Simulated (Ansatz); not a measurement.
# GaAs (F-43m) in Ansatz: further runs

One crystal, GaAs, is run at these levels: PBE, LDA, PBEsol; tasks: relaxation of cell and atoms.

Everything below comes from runs of Ansatz 0.2.0. Logs are shortened: lines on timing, memory, paths and dates and some standing lists are left out, and cuts for length are marked.

### Step 1. The structure

Symmetry: F-43m, No. 216, cubic system. Conventional cell: a = 5.654 Å, b = 5.654 Å, c = 5.654 Å, α = 90.00°, β = 90.00°, γ = 90.00°. As (site symmetry -43m) is surrounded by 4 Ga at 2.45 Å. Around Ga (site symmetry -43m) lie 4 As at 2.45 Å.

### Step 2. Relaxation of cell and atoms, PBE

File input.yaml:

```yaml
crystal:
  lattice:
    - [0.0, 2.82685, 2.82685]
    - [2.82685, 0.0, 2.82685]
    - [2.82685, 2.82685, 0.0]
  atoms:
    - { symbol: As, position: [0.75, 0.75, 0.75] }
    - { symbol: Ga, position: [0.0, 0.0, 0.0] }
hamiltonian:
  xc: pbe
  pseudopotentials: { kind: paw }
kpoints:
  mp_grid: { grid: [8, 8, 8] }
scf:
  occupations: { method: fermi_dirac, width: 0.05 }
output:
  forces: true
  stress: true
  write_density: true
  write_potential: true
  elf: true
  volumetric_format: npy
relax:
  f_tol: 0.01
  max_steps: 40
  cell: { stress_tol: 0.05 }
```

Potentials or basis: Ansatz PAW.

The run is started by

```
> ansatz run input.yaml --threads 2 --pin off --max-ram 5632MiB --backend cpu --events-out ev --progress --plain --runs-dir out
```

The program printed:

```text
Warning: RAYON_NUM_THREADS=2 ignored (pool sized by the plan → 2); use --threads N
Engine: ansatz 0.2.0, x86_64-unknown-linux-gnu
Pseudopotentials: kind: paw
Pseudopotential: As, paw, valence charge 15, recommended cutoff 420 eV (normal), As.paw.azcp
Pseudopotential: Ga, paw, valence charge 13, recommended cutoff 420 eV (normal), Ga.paw.azcp
Functional definition: PBE
  parameter kappa = 0.804
  parameter beta = 0.06672455060314922
  exchange = pbe_x(kappa = kappa, mu = beta*pi^2/3)
  correlation = pbe_c(beta = beta)
Crystal: 2 atoms, lattice volume = 45.179 Å³
Basis set: ecut = 420 eV, 893 PW (Γ), exchange–correlation on 54×54×54 points (8 copies of the dense FFT grid, shifted against one another)
Bands: 18, of which v1, the nominal top of the filled ones, is band 14 counted from 1 (13 counted from 0)
Symmetry: 24 space group operations
Space group: F-43m (ITA 216), of the structure as read, at distance tolerance 3.6e-5 Å
k-points: 29 of 512 (time reversal used)
Non-local potential: As, projectors of the file, l = 0: 2, l = 1: 2, l = 2: 3, l = 3: 1
Non-local potential: Ga, projectors of the file, l = 0: 2, l = 1: 2, l = 2: 3, l = 3: 1
PAW form: soft (Blöchl's): semilocal exchange-correlation on the pseudo side does not see the compensation charge
PAW one-centre angular grid: As, 590 points (default); XC on 64 Gauss nodes
PAW one-centre angular grid: Ga, 590 points (default); XC on 64 Gauss nodes
Initial density: superposition of atomic densities (neutral atoms: chi_scale 0, normalization atom), corrected by the library's trained network
Initial wavefunctions: pseudopotential atomic-orbital guess
Functional: x = pbe(κ = 0.804, μ = 0.2195149727645171), c = pbe(β = 0.06672455060314922)
SCF iter   1: F=—  HF=-8639.835148 eV  |F-HF|=—  |Δ(HF+E_count)|=         —  Δρ=1.75e-3  dr2=2.36e-3  ethr=1.77e-3  ⟨swp⟩=5.9  Hψ=2529  notcnv=0
preconditioner: auto → none  [insulator: Δε(μ)=0.507 eV  Ē_g=15.490 eV  σ=0.050 eV  W_gap=0.99  n_scr=14 (ndim 8)  ℏωp=23.4 eV  f_vac=0.086  D(μ)=0.00/eV (n_scr^D=0)  ε∞_Penn≈3.3]
SCF iter   2: F=—  HF=-8639.834119 eV  |F-HF|=—  |Δ(HF+E_count)|=   1.03e-3  Δρ=8.69e-4  dr2=3.17e-4  ethr=8.42e-6  ⟨swp⟩=2.0  Hψ=1039  notcnv=0
SCF iter   3: F=—  HF=-8639.834032 eV  |F-HF|=—  |Δ(HF+E_count)|=   8.70e-5  Δρ=2.67e-4  dr2=3.94e-5  ethr=1.13e-6  ⟨swp⟩=2.0  Hψ=783  notcnv=0
SCF iter   4: F=—  HF=-8639.834048 eV  |F-HF|=—  |Δ(HF+E_count)|=   1.59e-5  Δρ=1.34e-4  dr2=1.12e-5  ethr=1.41e-7  ⟨swp⟩=2.6  Hψ=785  notcnv=0
SCF iter   5: F=—  HF=-8639.834055 eV  |F-HF|=—  |Δ(HF+E_count)|=   6.96e-6  Δρ=3.79e-5  dr2=7.10e-7  ethr=3.99e-8  ⟨swp⟩=2.0  Hψ=638  notcnv=0
SCF iter   6: F=-8639.834055 eV  HF=-8639.834055 eV  |F-HF|=3.09e-10  |Δ(HF+E_count)|=   5.52e-7  Δρ=4.82e-6  dr2=1.84e-8  ethr=3.57e-10  ⟨swp⟩=8.1  Hψ=3317  notcnv=0
SCF 1 converged in 6 iterations: F = -8639.834055 eV  dr2 = 1.84e-8
relax step   1: F+E_penalty+E_count = -8639.83405522 eV  Δ(F+E_penalty+E_count) = +0.000e0 eV  max|allowed force component| = 1.214e-16 eV/Å  Δτ_max = 0.0000 Å  P = +3.271 GPa  Ω = 45.179 Å³  (6 SCF iters, dr2 threshold 1.00e-7 eV, accepted)
Crystal: 2 atoms, lattice volume = 46.936 Å³
Basis set: ecut = 420 eV, 941 PW (Γ), exchange–correlation on 54×54×54 points (8 copies of the dense FFT grid, shifted against one another)
Initial density: handed on by an earlier stage of this run
Initial wavefunctions: those handed on with the density
iter 1 solved again at ethr=4.18e-6 eV; its pass at ethr=3.10e-3 eV (dr2=1.17e-3 eV) is discarded
SCF iter   1: F=—  HF=-8639.854376 eV  |F-HF|=—  |Δ(HF+E_count)|=         —  Δρ=1.42e-3  dr2=1.17e-3  ethr=4.18e-6  ⟨swp⟩=1.9  Hψ=3155  notcnv=0
preconditioner: auto → none  [insulator: Δε(μ)=0.236 eV  Ē_g=15.291 eV  σ=0.050 eV  W_gap=0.80  n_scr=14 (ndim 8)  ℏωp=23.0 eV  f_vac=0.101  D(μ)=0.02/eV (n_scr^D=0)  ε∞_Penn≈3.3]
SCF iter   2: F=—  HF=-8639.854396 eV  |F-HF|=—  |Δ(HF+E_count)|=   2.01e-5  Δρ=6.79e-4  dr2=2.24e-4  ethr=4.18e-6  ⟨swp⟩=1.7  Hψ=562  notcnv=0
SCF iter   3: F=—  HF=-8639.854467 eV  |F-HF|=—  |Δ(HF+E_count)|=   7.11e-5  Δρ=1.31e-4  dr2=1.35e-5  ethr=8.00e-7  ⟨swp⟩=2.9  Hψ=799  notcnv=0
SCF iter   4: F=—  HF=-8639.854464 eV  |F-HF|=—  |Δ(HF+E_count)|=   3.44e-6  Δρ=4.81e-5  dr2=6.51e-7  ethr=4.81e-8  ⟨swp⟩=2.0  Hψ=929  notcnv=0
SCF iter   5: F=-8639.854465 eV  HF=-8639.854465 eV  |F-HF|=2.01e-7  |Δ(HF+E_count)|=   8.04e-7  Δρ=1.94e-5  dr2=1.30e-7  ethr=7.14e-10  ⟨swp⟩=8.7  Hψ=3574  notcnv=0
SCF 2 converged in 5 iterations: F = -8639.854465 eV  dr2 = 1.30e-7
  Residual-converged pass: ⟨swp⟩=1.0  Hψ=638  notcnv=0  max |occ|·‖R‖ = 7.1e-9 eV (tolerance 1.0e-8 eV)  dr2=1.30e-7  dr2_onsite=1.63e-7  max |Δocc| = 3.3e-10
relax step   2: F+E_penalty+E_count = -8639.85446462 eV  Δ(F+E_penalty+E_count) = -2.041e-2 eV  max|allowed force component| = 5.609e-17 eV/Å  Δτ_max = 0.0000 Å  P = +0.619 GPa  Ω = 46.936 Å³  energy of the carried Pulay correction = -3.685e-4 eV  (5 SCF iters, dr2 threshold 2.00e-7 eV, accepted)
Crystal: 2 atoms, lattice volume = 47.365 Å³
iter 1 solved again at ethr=2.85e-7 eV; its pass at ethr=3.10e-3 eV (dr2=7.97e-5 eV) is discarded
SCF iter   1: F=—  HF=-8639.855273 eV  |F-HF|=—  |Δ(HF+E_count)|=         —  Δρ=3.40e-4  dr2=6.71e-5  ethr=2.85e-7  ⟨swp⟩=2.0  Hψ=2912  notcnv=0
preconditioner: auto → none  [insulator: Δε(μ)=0.168 eV  Ē_g=15.255 eV  σ=0.050 eV  W_gap=0.64  n_scr=14 (ndim 8)  ℏωp=22.9 eV  f_vac=0.098  D(μ)=0.04/eV (n_scr^D=0)  ε∞_Penn≈3.3]
SCF iter   2: F=—  HF=-8639.855274 eV  |F-HF|=—  |Δ(HF+E_count)|=   1.71e-6  Δρ=1.63e-4  dr2=1.29e-5  ethr=2.40e-7  ⟨swp⟩=1.9  Hψ=578  notcnv=0
SCF iter   3: F=—  HF=-8639.855279 eV  |F-HF|=—  |Δ(HF+E_count)|=   4.33e-6  Δρ=3.46e-5  dr2=1.00e-6  ethr=4.60e-8  ⟨swp⟩=3.0  Hψ=786  notcnv=0
SCF iter   4: F=-8639.855278 eV  HF=-8639.855278 eV  |F-HF|=2.16e-8  |Δ(HF+E_count)|=   2.29e-7  Δρ=1.27e-5  dr2=4.55e-8  ethr=7.14e-10  ⟨swp⟩=8.8  Hψ=4222  notcnv=0
SCF 3 converged in 4 iterations: F = -8639.855278 eV  dr2 = 4.55e-8
relax step   3: F+E_penalty+E_count = -8639.85527842 eV  Δ(F+E_penalty+E_count) = -8.138e-4 eV  max|allowed force component| = 3.513e-17 eV/Å  Δτ_max = 0.0000 Å  P = +0.059 GPa  Ω = 47.365 Å³  energy of the carried Pulay correction = -4.565e-4 eV  (4 SCF iters, dr2 threshold 2.00e-7 eV, accepted)
Crystal: 2 atoms, lattice volume = 47.411 Å³
iter 1 solved again at ethr=3.12e-9 eV; its pass at ethr=3.10e-3 eV (dr2=8.73e-7 eV) is discarded
SCF iter   1: F=—  HF=-8639.855278 eV  |F-HF|=—  |Δ(HF+E_count)|=         —  Δρ=3.99e-5  dr2=7.92e-7  ethr=3.12e-9  ⟨swp⟩=2.1  Hψ=2924  notcnv=0
preconditioner: auto → none  [insulator: Δε(μ)=0.160 eV  Ē_g=15.251 eV  σ=0.050 eV  W_gap=0.62  n_scr=14 (ndim 8)  ℏωp=22.9 eV  f_vac=0.094  D(μ)=0.04/eV (n_scr^D=0)  ε∞_Penn≈3.3]
SCF iter   2: F=—  HF=-8639.855278 eV  |F-HF|=—  |Δ(HF+E_count)|=   1.72e-7  Δρ=2.05e-5  dr2=1.82e-7  ethr=2.83e-9  ⟨swp⟩=2.6  Hψ=790  notcnv=0
SCF iter   3: F=—  HF=-8639.855278 eV  |F-HF|=—  |Δ(HF+E_count)|=   1.34e-7  Δρ=6.80e-6  dr2=1.37e-8  ethr=6.50e-10  ⟨swp⟩=2.1  Hψ=818  notcnv=0
SCF iter   4: F=-8639.855278 eV  HF=-8639.855278 eV  |F-HF|=3.57e-10  |Δ(HF+E_count)|=   9.64e-9  Δρ=1.31e-6  dr2=6.73e-10  ethr=3.08e-11  ⟨swp⟩=7.0  Hψ=2892  notcnv=0
SCF 4 converged in 4 iterations: F = -8639.855278 eV  dr2 = 6.73e-10
relax step   4: F+E_penalty+E_count = -8639.85527787 eV  Δ(F+E_penalty+E_count) = +5.489e-7 eV  max|allowed force component| = 5.609e-17 eV/Å  Δτ_max = 0.0000 Å  P = +0.002 GPa  Ω = 47.411 Å³  energy of the carried Pulay correction = -4.658e-4 eV  (4 SCF iters, dr2 threshold 8.63e-9 eV, accepted)
Basis set: ecut = 420 eV, 941 PW (Γ), exchange–correlation on 60×60×60 points (8 copies of the dense FFT grid, shifted against one another)
Initial wavefunctions: pseudopotential atomic-orbital guess (no wavefunctions were taken with the density)
iter 1 solved again at ethr=2.78e-7 eV; its pass at ethr=3.10e-3 eV (dr2=7.79e-5 eV) is discarded
SCF iter   1: F=—  HF=-8639.852836 eV  |F-HF|=—  |Δ(HF+E_count)|=         —  Δρ=4.76e-4  dr2=3.11e-6  ethr=2.78e-7  ⟨swp⟩=2.7  Hψ=3618  notcnv=0
preconditioner: auto → none  [insulator: Δε(μ)=0.161 eV  Ē_g=15.253 eV  σ=0.050 eV  W_gap=0.62  n_scr=14 (ndim 8)  ℏωp=22.9 eV  f_vac=0.093  D(μ)=0.04/eV (n_scr^D=0)  ε∞_Penn≈3.3]
SCF iter   2: F=—  HF=-8639.855024 eV  |F-HF|=—  |Δ(HF+E_count)|=   2.19e-3  Δρ=2.39e-4  dr2=8.24e-7  ethr=1.11e-8  ⟨swp⟩=2.0  Hψ=783  notcnv=0
SCF iter   3: F=—  HF=-8639.855689 eV  |F-HF|=—  |Δ(HF+E_count)|=   6.65e-4  Δρ=5.83e-5  dr2=1.06e-7  ethr=2.94e-9  ⟨swp⟩=3.0  Hψ=868  notcnv=0
SCF iter   4: F=—  HF=-8639.855730 eV  |F-HF|=—  |Δ(HF+E_count)|=   4.03e-5  Δρ=1.12e-5  dr2=2.58e-8  ethr=3.78e-10  ⟨swp⟩=2.4  Hψ=914  notcnv=0
SCF iter   5: F=—  HF=-8639.855731 eV  |F-HF|=—  |Δ(HF+E_count)|=   8.57e-7  Δρ=1.19e-6  dr2=4.66e-10  ethr=9.23e-11  ⟨swp⟩=2.0  Hψ=782  notcnv=0
SCF iter   6: F=—  HF=-8639.855731 eV  |F-HF|=—  |Δ(HF+E_count)|=   6.91e-9  Δρ=3.57e-7  dr2=3.56e-11  ethr=1.67e-12  ⟨swp⟩=2.6  Hψ=895  notcnv=0
SCF iter   7: F=-8639.855731 eV  HF=-8639.855731 eV  |F-HF|=7.28e-12  |Δ(HF+E_count)|=  4.77e-10  Δρ=5.89e-8  dr2=3.14e-12  ethr=1.00e-12  ⟨swp⟩=5.6  Hψ=2203  notcnv=0
SCF 5 converged in 7 iterations: F = -8639.855731 eV  dr2 = 3.14e-12
relax step   5: F+E_penalty+E_count = -8639.85573051 eV  Δ(F+E_penalty+E_count) = -4.526e-4 eV  max|allowed force component| = 5.725e-17 eV/Å  Δτ_max = 0.0000 Å  P = +0.003 GPa  Ω = 47.411 Å³  stress off target by 2.85e-3 GPa  SCF on the basis re-selected at this cell (its energy is not comparable with the rows above)  (7 SCF iters)
basis re-selected at this cell: Δ(F+E_penalty+E_count) = -4.526e-4 eV, ΔP = +0.001 GPa vs the last step (what re-selecting the basis moved, of the pressure what is left beyond the Pulay correction that the steps carried, after the strain that the cell walked since its last selection, with what the two solves' SCF thresholds leave and, on support functions, any second-order correction that the steps lacked; it is no measure of the basis error at this ecutwfc). The dense FFT grid was sized anew with the basis: this SCF ran on 30×30×30 points, the steps before it on 27×27×27, so part of this shift can come from that change (see relax.cell in the input reference). This SCF's stress stands 2.85e-3 GPa from its target on what of the cell is left free (relax.cell.stress_tol is 5.00e-2 GPa) and its largest allowed force component is 5.72e-17 eV/Å (relax.f_tol is 1.00e-2 eV/Å): within both
SCF converged after 7 iterations
Free energy (F): -8639.855731 eV
Harris-Foulkes:  -8639.855731 eV  (|F-HF|=7.28e-12)
Internal energy: -8639.855396 eV  (E = F + TS)
E sigma→0 (E₀):  -8639.855563 eV
Entropy (-TS):   -0.000334 eV (-0.167 meV/atom)
Fermi energy:    7.660758 eV
--- Per-component energies (eV) ---
  E_band       = -327.366145
  E_kinetic    = 218.198537
  E_local      = -3985.364358  (includes V_loc(G=0)·N_el)
  E_nonlocal   = -245.753183
  E_hartree    = 2001.041934
  E_xc         = -147.828518
  E_vxc        = -136.624315  (∫ρ·V_xc dr)
  E_paw        = -3824.444521  (= ΣΔE_a)
  E_vpaw       = -179.906684  (= ΣTr[D̂ρ^β])
  E_aug_tail   = -0.000108  (compensation charges beyond the density's cutoff)
  E_ewald      = -2655.705179
  E_smearing   = -0.000334  (= −TS)
  E_closure    = 0.000000  (closes the sum)
  Σ components = -8639.855731   (vs F -8639.855731, Δ=0.00e0)
--- Forces (eV/Å), atoms counted from 1 ---
  atom   1  As     0.00000000    -0.00000000    -0.00000000
  atom   2  Ga    -0.00000000     0.00000000     0.00000000
  max |Σ_I F_I| component: 8.90e-17 eV/Å
--- Stress (GPa, compression-positive) ---
        0.002852       0.000000       0.000000
        0.000000       0.002852       0.000000
        0.000000       0.000000       0.002852
  P = ⅓ Tr σ = 0.0029 GPa (0.029 kbar)
--- Band table (eV; the first three rows and the last of 29) ---
  k-point 0: bands = ["-27.5403", "-27.5403", "-27.5403", "-27.5322", "-27.5322", "-7.1606", "-7.1606", "-7.1606", "-7.0929", "-7.0929", "-4.8476", "7.5445", "7.5445", "7.5445", "7.7048", "11.2688", "11.2688", "11.2688"]
  k-point 1: bands = ["-27.5402", "-27.5402", "-27.5402", "-27.5322", "-27.5322", "-7.1714", "-7.1576", "-7.1576", "-7.0930", "-7.0930", "-4.6778", "5.5513", "7.3263", "7.3263", "8.9094", "11.5953", "11.5953", "11.6525"]
  k-point 2: bands = ["-27.5402", "-27.5399", "-27.5399", "-27.5321", "-27.5321", "-7.1957", "-7.1510", "-7.1510", "-7.0926", "-7.0926", "-4.2046", "3.4976", "6.9128", "6.9128", "8.8413", "12.0968", "12.0968", "13.2712"]
  k-point 28: bands = ["-27.5400", "-27.5397", "-27.5388", "-27.5323", "-27.5317", "-7.2443", "-7.1340", "-7.1227", "-7.1018", "-7.0896", "-2.5066", "1.1193", "4.2348", "4.4261", "11.9413", "12.2419", "12.8045", "13.5712"]
--- Relaxed structure (4 steps of the walk, 4 accepted, 1 SCFs on fresh bases) ---
  F+E_penalty+E_count = -8639.85573051 eV   max|allowed force component| = 5.725e-17 eV/Å   (the final SCF, on the basis selected at the relaxed cell)
  cell:  # Å, volume = 47.4107 Å³
    - [0.0, 2.8726451656455514, 2.8726451656455514]
    - [2.8726451656455514, 1.3859411929476004e-32, 2.8726451656455514]
    - [2.8726451656455514, 2.8726451656455514, 8.356410133948766e-33]
  atoms:
    - { symbol: As, position: [0.7499999999999998, 0.7499999999999998, 0.7499999999999998] }
    - { symbol: Ga, position: [1.5158901697159734e-33, -1.4931802046265955e-33, -1.1865956759199942e-33] }
```

Run time: 30 s. Hardware: 2 threads of Intel Xeon at 2.50GHz (Skylake/Cascade Lake), shared host; peak memory 0.39 GiB.

Results:

```yaml
Free_energy: -8639.8557 eV
Relaxed_volume: 23.71 Å³/atom
Relaxed_cell: a = 4.063 Å, b = 4.063 Å, c = 4.063 Å, α = 60.00°, β = 60.00°, γ = 60.00°
Space_group_after_relaxing_to_0.05_Å: F-43m (No. 216)
Energy_gained_by_relaxing: 10.8 meV/atom
Ionic_steps: 5
Pressure_after_relaxing: 0.0 GPa
Band_gap_on_the_k_mesh: 0.16 eV, direct
```

The path:
```csv
step,energy change (eV),largest force (eV/Å),volume (Å³)
1,0.0000,0.0000,45.18
2,-0.0204,0.0000,46.94
3,-0.0212,0.0000,47.37
4,-0.0212,0.0000,47.41
5,-0.0217,0.0000,47.41
```

Final structure:
```yaml
crystal:
  lattice:
    - [0.00000, 2.87265, 2.87265]
    - [2.87265, 0.00000, 2.87265]
    - [2.87265, 2.87265, 0.00000]
  atoms:
    - { symbol: As, position: [0.75000, 0.75000, 0.75000] }
    - { symbol: Ga, position: [0.00000, 0.00000, 0.00000] }
```

Levels at points of the mesh, in eV from the valence-band top:
```tsv
k point	band 11	band 12	band 13	band 14	band 15	band 16	band 17	band 18
(0.00, 0.00, 0.00)	-12.39	0.00	0.00	0.00	0.16	3.72	3.72	3.72
(0.00, 0.00, -0.50)	-10.77	-6.38	-1.07	-1.07	0.87	4.63	4.63	7.70
(0.00, -0.50, -0.50)	-10.10	-6.59	-2.51	-2.51	1.56	1.68	9.79	9.79
```

Caveat: the plane-wave basis is chosen anew once the cell has moved, so the energies of steps on either side of that aren't comparable. PBE usually gives volumes a little too large and moduli too small.

### Step 3. Relaxation of cell and atoms, LDA

input.yaml, as its differences from that of step 2:

```diff
@@ -9,3 +9,3 @@
 hamiltonian:
-  xc: pbe
+  xc: lda
   pseudopotentials: { kind: paw }
```

Potentials or basis: Ansatz PAW.

The run is started by

```
> ansatz run input.yaml --threads 2 --pin off --max-ram 5632MiB --backend cpu --events-out ev --progress --plain --runs-dir out
```

Run time: 22 s. Hardware: 2 threads of Intel Xeon at 2.50GHz (Skylake/Cascade Lake), shared host; peak memory 0.37 GiB.

It converged, with:

* Free energy: -8481.2923 eV
* Relaxed volume: 21.98 Å³/atom
* Relaxed cell: a = 3.961 Å, b = 3.961 Å, c = 3.961 Å, α = 60.00°, β = 60.00°, γ = 60.00°
* Space group after relaxing (to 0.05 Å): F-43m (No. 216)
* Energy gained by relaxing: 3.7 meV/atom
* Ionic steps: 4
* Pressure after relaxing: 0.0 GPa
* Band gap on the k mesh: 0.49 eV, direct

Step by step:
```tsv
step	energy change (eV)	largest force (eV/Å)	volume (Å³)
1	0.0000	0.0000	45.18
2	-0.0073	0.0000	44.18
3	-0.0076	0.0000	43.95
4	-0.0074	0.0000	43.95
```

Final structure:
```
As Ga
1.0
     0.00000    2.80105    2.80105
     2.80105    0.00000    2.80105
     2.80105    2.80105    0.00000
As Ga
1 1
Direct
  0.75000 0.75000 0.75000
  0.00000 0.00000 0.00000
```

Levels at points of the mesh, in eV from the valence-band top:
| k point | band 12 | band 13 | band 14 | band 15 | band 16 | band 17 |
| --- | --- | --- | --- | --- | --- | --- |
| (0.00, 0.00, 0.00) | 0.00 | 0.00 | 0.00 | 0.49 | 3.69 | 3.69 |
| (0.00, 0.00, -0.50) | -6.84 | -1.19 | -1.19 | 0.92 | 4.61 | 4.61 |
| (0.00, -0.50, -0.50) | -7.00 | -2.78 | -2.78 | 1.30 | 1.54 | 10.26 |

Caveat: the plane-wave basis is chosen anew once the cell has moved, so the energies of steps on either side of that aren't comparable; the PAW data sets come from PBE, with cores solved anew for the run's functional, which leaves a small shift of forces and pressure.

### Step 4. Relaxation of cell and atoms, PBEsol

input.yaml, as its differences from that of step 3:

```diff
@@ -9,3 +9,3 @@
 hamiltonian:
-  xc: lda
+  xc: pbesol
   pseudopotentials: { kind: paw }
```

The run is started by

```
> ansatz run input.yaml --threads 2 --pin off --max-ram 5632MiB --backend cpu --events-out ev --progress --plain --runs-dir out
```

It took 17 s on 2 threads of Intel Xeon at 2.50GHz (Skylake/Cascade Lake), shared host; peak memory 0.38 GiB.

The run converged. Its results:

- Free energy: -8556.8549 eV
- Relaxed volume: 22.64 Å³/atom
- Relaxed cell: a = 4.001 Å, b = 4.001 Å, c = 4.001 Å, α = 60.00°, β = 60.00°, γ = 60.00°
- Space group after relaxing (to 0.05 Å): F-43m (No. 216)
- Energy gained by relaxing: 0.0 meV/atom
- Ionic steps: 3
- Pressure after relaxing: 0.0 GPa
- Band gap on the k mesh: 0.43 eV, direct

Final structure:
```cif
data_structure
_symmetry_space_group_name_H-M 'P 1'
_symmetry_Int_Tables_number 1
_cell_length_a 4.0006
_cell_length_b 4.0006
_cell_length_c 4.0006
_cell_angle_alpha 60.000
_cell_angle_beta 60.000
_cell_angle_gamma 60.000
_cell_volume 45.28
loop_
_atom_site_label
_atom_site_type_symbol
_atom_site_fract_x
_atom_site_fract_y
_atom_site_fract_z
_atom_site_occupancy
As1 As 0.75000 0.75000 0.75000 1
Ga1 Ga 0.00000 0.00000 0.00000 1
```

Levels at points of the mesh, in eV from the valence-band top:
| k point | band 12 | band 13 | band 14 | band 15 | band 16 | band 17 |
| --- | --- | --- | --- | --- | --- | --- |
| (0.00, 0.00, 0.00) | 0.00 | 0.00 | 0.00 | 0.43 | 3.70 | 3.70 |
| (0.00, 0.00, -0.50) | -6.66 | -1.14 | -1.14 | 0.92 | 4.59 | 4.59 |
| (0.00, -0.50, -0.50) | -6.83 | -2.68 | -2.68 | 1.36 | 1.58 | 10.11 |

Caveat: the plane-wave basis is chosen anew once the cell has moved, so the energies of steps on either side of that aren't comparable; the PAW data sets come from PBE, with cores solved anew for the run's functional, which leaves a small shift of forces and pressure. Expect the measured gap to be larger: semilocal functionals such as PBEsol lack the derivative discontinuity.

### Step 5. The runs side by side

```csv
level,gap on the mesh (eV),pressure (GPa),relaxed volume (Å³/atom)
PBE,0.16,0.0,23.71
LDA,0.49,0.0,21.98
PBEsol,0.43,0.0,22.64
```

Alike in all rows: task relaxation of cell and atoms; potentials or basis Ansatz PAW; no spin polarisation; cell relaxed; k mesh 8 × 8 × 8; cutoff (eV) 420; smearing fermi-dirac 0.05 eV.

Caveats: the plane-wave basis is chosen anew once the cell has moved, so the energies of steps on either side of that aren't comparable; the PAW data sets come from PBE, with cores solved anew for the run's functional, which leaves a small shift of forces and pressure (some runs).

Total energies depend on the potentials used, so only differences within one code and one set of settings carry meaning.
